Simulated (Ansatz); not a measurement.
Born–Oppenheimer molecular dynamics of a periodic cell of 36 atoms, TaSi2 (start crystal TaSi2, start structure P6_422, volume 1 times the crystal's). It starts from an unrelaxed structure (largest force component 0.12 eV/Å).

Level of theory: Ansatz, DFT r2SCAN, scalar-relativistic, plane waves, PAW. Settings: accuracy low, PAW set soft_1, cutoff 500 eV, k mesh 2x2x1, fermi-dirac smearing 0.17 eV, no spin polarisation.

* ensemble: NVT, Langevin thermostat
* time step: 2 fs
* steps asked: 110
* set temperature: 2000 K
* friction: 0.02 /fs
* seed: 761687

Frames 2 fs apart, positions in Å, forces in eV/Å.

Velocities at 100 fs (Å/ps):

```
Ta -2.42 2.39 -4.13
Ta -0.38 1.30 1.81
Ta -1.13 -4.76 5.67
Si 6.04 -9.13 -8.17
Si 14.12 -7.51 12.32
Si -3.65 1.14 -5.88
Si 0.81 -14.57 -5.38
Si -4.96 5.49 -1.83
Si -2.97 11.40 15.09
Ta 4.99 6.76 -0.26
Ta -1.26 -0.68 2.76
Ta 4.39 3.06 6.02
Si -10.48 0.80 -0.10
Si 9.40 10.24 -5.45
Si -4.92 11.37 -2.62
Si 3.71 -7.06 12.93
Si 1.67 16.13 3.97
Si -1.76 -5.49 15.89
Ta -8.53 -3.41 4.15
Ta 1.90 1.70 3.40
Ta 5.15 5.24 1.44
Si -1.82 -0.41 -0.22
Si 2.84 6.14 -4.91
Si 3.96 -5.23 4.36
Si 1.78 6.68 -3.02
Si 5.15 -1.65 1.70
Si -7.47 7.79 -7.24
Ta 4.03 -0.97 3.83
Ta 1.19 0.43 -4.20
Ta -1.50 0.62 2.85
Si -2.09 -7.25 -3.51
Si -5.20 6.84 2.50
Si 8.56 -1.86 -9.25
Si 8.16 4.34 -7.94
Si 13.14 20.69 -5.22
Si 18.03 2.57 3.93
```

```xyz
36
Lattice="-2.3920 4.1430 6.5700 4.7839 0.0000 6.5700 4.7839 8.2860 0.0000" Properties=species:S:1:pos:R:3:forces:R:3 time_fs=100 energy_less_start_eV=9.578 T=2337
Ta 0.095 4.296 6.308 -1.42 -2.47 4.56
Ta 1.214 1.984 4.461 -0.21 3.23 -0.65
Ta 3.680 2.094 8.877 -1.31 2.54 -0.35
Si 4.489 1.329 6.599 2.67 1.30 1.96
Si 1.262 4.984 11.245 -0.88 -1.26 -4.39
Si 1.107 3.655 2.216 0.60 -0.90 -0.17
Si 0.010 6.811 6.511 -0.06 2.33 1.16
Si 3.514 3.537 10.949 -0.51 -0.32 -0.54
Si 1.110 0.862 2.109 1.63 -0.81 -0.07
Ta 2.421 8.434 6.833 -1.13 -1.64 -1.98
Ta 3.458 6.443 4.314 1.37 -2.11 1.02
Ta 6.139 6.472 8.806 -0.12 -2.48 -0.80
Si 7.150 5.311 6.746 0.42 1.32 -1.34
Si 3.630 8.698 10.825 -0.23 2.84 1.20
Si 3.845 7.925 2.276 -1.65 -1.68 -0.40
Si 2.476 11.272 6.622 -0.91 -0.43 -0.80
Si 5.898 7.816 10.863 -0.08 -0.30 2.04
Si 3.521 4.902 2.241 0.20 -0.62 1.31
Ta 4.783 4.329 6.588 0.34 -0.43 0.44
Ta 3.501 6.160 11.073 2.54 0.61 -2.07
Ta 1.079 6.160 8.850 -1.36 2.27 0.28
Si 2.209 5.655 6.593 1.51 0.58 -1.36
Si 1.288 4.878 4.236 0.32 -0.15 0.48
Si 4.171 7.850 8.709 -3.37 -0.15 -0.32
Si 4.854 7.019 6.525 -0.50 -0.62 -0.73
Si 3.871 3.398 4.446 -3.21 1.43 -0.70
Si 3.299 5.238 8.627 2.59 -1.39 0.86
Ta 7.115 8.315 6.524 0.20 -0.54 1.98
Ta 5.835 10.528 10.998 0.96 -1.12 0.84
Ta 3.485 10.398 8.724 1.96 0.07 1.79
Si 4.775 9.585 6.603 0.29 0.75 -0.30
Si 3.263 8.971 4.636 2.62 1.56 -1.83
Si 1.306 3.565 8.756 -1.04 0.05 0.37
Si 2.590 3.188 6.734 -1.79 -1.43 -1.35
Si 5.906 7.747 4.271 -0.43 -0.71 0.45
Si 6.147 9.127 8.839 0.02 0.71 -0.59
36
Lattice="-2.3920 4.1430 6.5700 4.7839 0.0000 6.5700 4.7839 8.2860 0.0000" Properties=species:S:1:pos:R:3:forces:R:3 time_fs=102 energy_less_start_eV=10.198 T=2285
Ta 0.090 4.300 6.301 -1.27 -2.72 4.61
Ta 1.213 1.988 4.464 -0.11 3.58 -0.45
Ta 3.677 2.084 8.888 -1.19 3.07 -0.64
Si 4.504 1.313 6.583 2.79 1.54 2.81
Si 1.288 4.971 11.264 -1.31 -1.27 -5.06
Si 1.096 3.660 2.204 0.69 -0.91 -0.02
Si 0.013 6.782 6.505 -0.01 2.74 1.34
Si 3.502 3.548 10.947 -0.42 -0.40 -0.53
Si 1.101 0.882 2.139 1.83 -0.93 -0.39
Ta 2.429 8.447 6.833 -1.47 -1.73 -1.60
Ta 3.456 6.441 4.320 1.53 -1.77 0.97
Ta 6.146 6.479 8.818 -0.06 -2.45 -0.93
Si 7.128 5.314 6.742 0.68 1.25 -1.18
Si 3.651 8.721 10.815 -0.56 2.65 1.46
Si 3.838 7.946 2.270 -1.52 -2.21 -0.22
Si 2.486 11.258 6.650 -1.04 -0.30 -1.15
Si 5.899 7.844 10.868 -0.04 -0.56 2.01
Si 3.515 4.888 2.272 0.28 -0.64 0.83
Ta 4.768 4.322 6.597 0.75 -0.14 0.17
Ta 3.506 6.162 11.080 2.56 0.69 -2.38
Ta 1.090 6.172 8.854 -1.66 2.10 0.32
Si 2.207 5.655 6.595 1.50 0.61 -1.48
Si 1.296 4.886 4.227 0.20 -0.29 0.62
Si 4.179 7.838 8.719 -3.35 0.05 -0.45
Si 4.862 7.029 6.521 -0.52 -0.73 -0.68
Si 3.881 3.394 4.449 -3.19 1.50 -0.73
Si 3.286 5.248 8.614 2.83 -1.42 1.06
Ta 7.124 8.314 6.531 0.10 -0.52 1.92
Ta 5.837 10.529 10.990 0.94 -0.91 1.01
Ta 3.481 10.399 8.729 2.06 0.08 1.98
Si 4.770 9.571 6.602 0.45 0.86 -0.25
Si 3.255 8.985 4.641 2.77 1.46 -1.90
Si 1.320 3.561 8.738 -1.16 0.12 0.44
Si 2.603 3.194 6.720 -2.08 -1.64 -1.26
Si 5.933 7.793 4.262 -0.58 -1.30 0.41
Si 6.185 9.133 8.844 -0.42 0.53 -0.66
36
Lattice="-2.3920 4.1430 6.5700 4.7839 0.0000 6.5700 4.7839 8.2860 0.0000" Properties=species:S:1:pos:R:3:forces:R:3 time_fs=104 energy_less_start_eV=10.860 T=1985
Ta 0.087 4.303 6.294 -1.15 -2.92 4.62
Ta 1.212 1.992 4.465 -0.06 4.00 -0.21
Ta 3.674 2.074 8.898 -1.08 3.66 -0.85
Si 4.516 1.298 6.571 2.90 1.75 3.46
Si 1.308 4.961 11.278 -1.65 -1.27 -5.56
Si 1.083 3.665 2.195 0.81 -0.92 0.11
Si 0.018 6.759 6.502 0.00 3.08 1.46
Si 3.484 3.557 10.945 -0.28 -0.45 -0.50
Si 1.090 0.895 2.169 2.09 -0.97 -0.75
Ta 2.433 8.460 6.835 -1.70 -1.82 -1.37
Ta 3.454 6.439 4.326 1.66 -1.45 0.89
Ta 6.152 6.488 8.829 0.02 -2.49 -1.08
Si 7.101 5.319 6.732 0.95 1.20 -1.00
Si 3.674 8.747 10.805 -0.91 2.45 1.70
Si 3.833 7.965 2.263 -1.45 -2.75 -0.03
Si 2.491 11.247 6.676 -1.13 -0.18 -1.49
Si 5.898 7.869 10.870 0.04 -0.80 2.00
Si 3.506 4.869 2.300 0.36 -0.59 0.44
Ta 4.753 4.314 6.607 1.09 0.10 -0.13
Ta 3.509 6.166 11.086 2.57 0.75 -2.63
Ta 1.101 6.185 8.857 -1.90 1.89 0.32
Si 2.208 5.662 6.594 1.45 0.57 -1.56
Si 1.306 4.890 4.217 0.08 -0.39 0.79
Si 4.183 7.826 8.730 -3.33 0.19 -0.59
Si 4.872 7.034 6.516 -0.58 -0.76 -0.61
Si 3.886 3.391 4.447 -3.11 1.58 -0.67
Si 3.276 5.249 8.602 2.99 -1.43 1.26
Ta 7.132 8.312 6.539 0.00 -0.47 1.85
Ta 5.839 10.529 10.984 0.91 -0.68 1.12
Ta 3.479 10.400 8.733 2.10 0.12 2.21
Si 4.766 9.559 6.607 0.60 0.95 -0.28
Si 3.247 9.001 4.643 2.89 1.32 -1.87
Si 1.329 3.555 8.720 -1.26 0.19 0.50
Si 2.613 3.195 6.707 -2.34 -1.79 -1.21
Si 5.962 7.842 4.253 -0.70 -2.00 0.40
Si 6.220 9.141 8.850 -0.87 0.32 -0.72
36
Lattice="-2.3920 4.1430 6.5700 4.7839 0.0000 6.5700 4.7839 8.2860 0.0000" Properties=species:S:1:pos:R:3:forces:R:3 time_fs=106 energy_less_start_eV=11.434 T=1718
Ta 0.086 4.307 6.289 -1.08 -3.02 4.58
Ta 1.210 1.998 4.466 -0.01 4.45 -0.01
Ta 3.671 2.067 8.906 -0.98 4.18 -1.00
Si 4.530 1.286 6.565 2.93 1.87 3.81
Si 1.323 4.953 11.284 -1.89 -1.22 -5.79
Si 1.076 3.667 2.187 0.89 -0.92 0.20
Si 0.029 6.749 6.500 -0.04 3.25 1.51
Si 3.467 3.563 10.943 -0.12 -0.44 -0.45
Si 1.075 0.900 2.198 2.37 -0.92 -1.14
Ta 2.436 8.471 6.839 -1.85 -1.87 -1.27
Ta 3.452 6.437 4.330 1.74 -1.17 0.78
Ta 6.159 6.498 8.841 0.06 -2.49 -1.24
Si 7.075 5.324 6.719 1.15 1.18 -0.83
Si 3.692 8.775 10.796 -1.21 2.24 1.88
Si 3.828 7.982 2.251 -1.41 -3.27 0.17
Si 2.491 11.238 6.699 -1.16 -0.08 -1.78
Si 5.897 7.896 10.874 0.11 -1.09 1.99
Si 3.494 4.849 2.321 0.44 -0.47 0.17
Ta 4.738 4.307 6.618 1.46 0.32 -0.41
Ta 3.514 6.172 11.092 2.56 0.76 -2.81
Ta 1.109 6.197 8.857 -2.07 1.67 0.33
Si 2.213 5.672 6.589 1.38 0.45 -1.58
Si 1.313 4.895 4.204 -0.04 -0.49 1.00
Si 4.179 7.814 8.741 -3.25 0.26 -0.71
Si 4.881 7.035 6.509 -0.63 -0.74 -0.52
Si 3.891 3.392 4.444 -3.03 1.62 -0.61
Si 3.265 5.244 8.591 3.09 -1.43 1.42
Ta 7.138 8.309 6.545 -0.05 -0.39 1.76
Ta 5.842 10.527 10.981 0.84 -0.41 1.19
Ta 3.478 10.401 8.736 2.11 0.18 2.37
Si 4.768 9.552 6.609 0.65 0.99 -0.26
Si 3.239 9.020 4.644 3.01 1.14 -1.77
Si 1.333 3.547 8.707 -1.32 0.27 0.50
Si 2.624 3.188 6.694 -2.65 -1.86 -1.15
Si 5.991 7.889 4.240 -0.77 -2.72 0.47
Si 6.249 9.147 8.858 -1.25 0.13 -0.82
36
Lattice="-2.3920 4.1430 6.5700 4.7839 0.0000 6.5700 4.7839 8.2860 0.0000" Properties=species:S:1:pos:R:3:forces:R:3 time_fs=108 energy_less_start_eV=11.817 T=1623
Ta 0.086 4.312 6.284 -1.02 -3.08 4.54
Ta 1.207 2.005 4.468 0.04 4.86 0.10
Ta 3.669 2.061 8.914 -0.87 4.57 -1.14
Si 4.550 1.274 6.562 2.81 1.88 3.85
Si 1.336 4.950 11.280 -2.03 -1.15 -5.66
Si 1.075 3.664 2.182 0.93 -0.90 0.26
Si 0.040 6.748 6.500 -0.08 3.33 1.53
Si 3.453 3.567 10.945 0.02 -0.40 -0.44
Si 1.058 0.892 2.225 2.61 -0.76 -1.52
Ta 2.438 8.482 6.842 -1.94 -1.93 -1.25
Ta 3.451 6.436 4.334 1.80 -0.94 0.69
Ta 6.164 6.507 8.852 0.05 -2.40 -1.40
Si 7.055 5.329 6.708 1.28 1.17 -0.70
Si 3.708 8.803 10.790 -1.48 2.01 2.00
Si 3.818 7.990 2.235 -1.40 -3.60 0.35
Si 2.493 11.229 6.714 -1.19 0.01 -1.99
Si 5.894 7.922 10.881 0.19 -1.37 1.94
Si 3.481 4.830 2.338 0.54 -0.34 -0.03
Ta 4.721 4.301 6.628 1.90 0.53 -0.64
Ta 3.519 6.180 11.096 2.55 0.78 -2.95
Ta 1.115 6.211 8.856 -2.12 1.44 0.35
Si 2.219 5.681 6.583 1.33 0.34 -1.56
Si 1.317 4.907 4.191 -0.16 -0.64 1.23
Si 4.169 7.803 8.746 -3.12 0.27 -0.78
Si 4.890 7.030 6.500 -0.67 -0.64 -0.41
Si 3.892 3.394 4.444 -2.92 1.64 -0.58
Si 3.259 5.234 8.582 3.07 -1.40 1.59
Ta 7.146 8.304 6.548 -0.09 -0.24 1.64
Ta 5.846 10.528 10.980 0.74 -0.14 1.25
Ta 3.478 10.402 8.739 2.09 0.27 2.47
Si 4.773 9.552 6.611 0.66 0.96 -0.24
Si 3.232 9.043 4.643 3.12 0.93 -1.65
Si 1.333 3.543 8.695 -1.34 0.31 0.49
Si 2.636 3.174 6.683 -2.98 -1.91 -1.09
Si 6.014 7.930 4.228 -0.77 -3.42 0.64
Si 6.270 9.152 8.867 -1.55 -0.03 -0.95
36
Lattice="-2.3920 4.1430 6.5700 4.7839 0.0000 6.5700 4.7839 8.2860 0.0000" Properties=species:S:1:pos:R:3:forces:R:3 time_fs=110 energy_less_start_eV=11.968 T=1605
Ta 0.086 4.318 6.278 -1.00 -3.15 4.56
Ta 1.202 2.014 4.471 0.09 5.08 0.10
Ta 3.667 2.055 8.921 -0.75 4.86 -1.27
Si 4.574 1.268 6.561 2.54 1.79 3.63
Si 1.343 4.948 11.266 -2.02 -1.04 -5.23
Si 1.075 3.661 2.176 0.97 -0.88 0.35
Si 0.049 6.747 6.503 -0.12 3.42 1.50
Si 3.440 3.566 10.949 0.14 -0.32 -0.47
Si 1.043 0.878 2.245 2.77 -0.55 -1.80
Ta 2.440 8.492 6.846 -1.95 -1.99 -1.36
Ta 3.449 6.435 4.336 1.87 -0.74 0.60
Ta 6.170 6.514 8.861 -0.09 -2.22 -1.54
Si 7.038 5.343 6.696 1.35 1.09 -0.59
Si 3.722 8.833 10.783 -1.72 1.77 2.12
Si 3.803 7.990 2.217 -1.32 -3.77 0.51
Si 2.495 11.220 6.723 -1.21 0.11 -2.12
Si 5.894 7.945 10.887 0.23 -1.63 1.90
Si 3.467 4.810 2.350 0.62 -0.17 -0.16
Ta 4.706 4.295 6.638 2.33 0.71 -0.86
Ta 3.523 6.188 11.099 2.47 0.83 -3.04
Ta 1.120 6.226 8.856 -2.11 1.17 0.28
Si 2.224 5.689 6.574 1.31 0.26 -1.44
Si 1.319 4.925 4.184 -0.28 -0.82 1.36
Si 4.152 7.798 8.752 -2.88 0.16 -0.83
Si 4.899 7.022 6.490 -0.73 -0.48 -0.29
Si 3.883 3.397 4.445 -2.74 1.65 -0.52
Si 3.255 5.224 8.576 2.99 -1.35 1.68
Ta 7.156 8.297 6.551 -0.19 -0.06 1.49
Ta 5.848 10.531 10.977 0.67 0.10 1.27
Ta 3.478 10.403 8.742 2.05 0.39 2.52
Si 4.778 9.559 6.617 0.68 0.86 -0.26
Si 3.226 9.065 4.635 3.20 0.68 -1.39
Si 1.326 3.542 8.677 -1.33 0.31 0.56
Si 2.644 3.160 6.676 -3.24 -1.96 -1.05
Si 6.034 7.962 4.218 -0.75 -3.94 0.86
Si 6.287 9.156 8.875 -1.83 -0.19 -1.06
```

Of the whole run (220 fs, mean temperature of the second half 1970 K): A run of 0.22 ps of so small a system gives no equilibrium averages. Limits of this set-up: coarse k mesh, low accuracy level.

The run took 28 min on 4 threads of Arm Neoverse V1 (shared host), peak memory 2.6 GiB.
